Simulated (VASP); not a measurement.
Set up this calculation in VASP 6.6.1, as the native input.

```
Task                   : band structure
Functional             : PBE
Potentials or basis    : VASP PAW PBE potentials, release 64 (Ga_d, As)
Cutoff                 : 520 eV
k mesh                 : 10 × 10 × 10
Occupations            : gaussian, width 0.03 eV
Spin                   : no spin polarisation
Further INCAR settings : ALGO = Normal; EDIFF = 1e-07; NBANDS = 16
```

The structure of GaAs lies in POSCAR:

```
GaAs                                    
1.0
    0.0000000000      2.8751155357      2.8751155357
    2.8751155357      0.0000000000      2.8751155357
    2.8751155357      2.8751155357      0.0000000000
  Ga              As            
     1     1
Direct
     0.0000000000000000    0.0000000000000000    0.0000000000000000
     0.2500000000000000    0.2500000000000000    0.2500000000000000
```

These files were run (other wordings do the same):

INCAR

```
PREC = Accurate ; ENCUT = 520
EDIFF = 1E-7 ; ISMEAR = 0
SIGMA = 0.03 ; LREAL = False
LASPH = True ; NELM = 80
ALGO = Normal ; ISIF = 2
LWAVE = False ; LCHARG = False
GGA = PE ; NBANDS = 16
ICORELEVEL = 1
```

KPOINTS

```
Automatic mesh
0
Gamma
  10 10 10
```

KPOINTS_OPT

```
explicit points
159
Reciprocal
 0.0000000000  0.0000000000  0.0000000000 1
 0.0357142857  0.0000000000  0.0357142857 1
 0.0714285714  0.0000000000  0.0714285714 1
 0.1071428571  0.0000000000  0.1071428571 1
 0.1428571429  0.0000000000  0.1428571429 1
 0.1785714286  0.0000000000  0.1785714286 1
[... 151 lines left out ...]
 0.4250000000  0.0000000000  0.4250000000 1
 0.4500000000  0.0000000000  0.4500000000 1
```

Potentials or basis: VASP PAW PBE potentials, release 64 (Ga_d, As).

The run is started by

```console
$ cat potpaw_PBE.64/Ga_d/POTCAR potpaw_PBE.64/As/POTCAR > POTCAR
$ mpirun -np 1 vasp_std > vasp.out
```

Results of the run:

```yaml
Pressure: 0.0 GPa
Band_gap_on_the_k_mesh: 0.14 eV, direct
Band_gap_along_the_path: 0.14 eV, direct
```

Run time: 110 s on 1 thread of AMD EPYC 7R13 Processor (Zen 3), with other jobs on the host, peak memory 0.17 GiB.
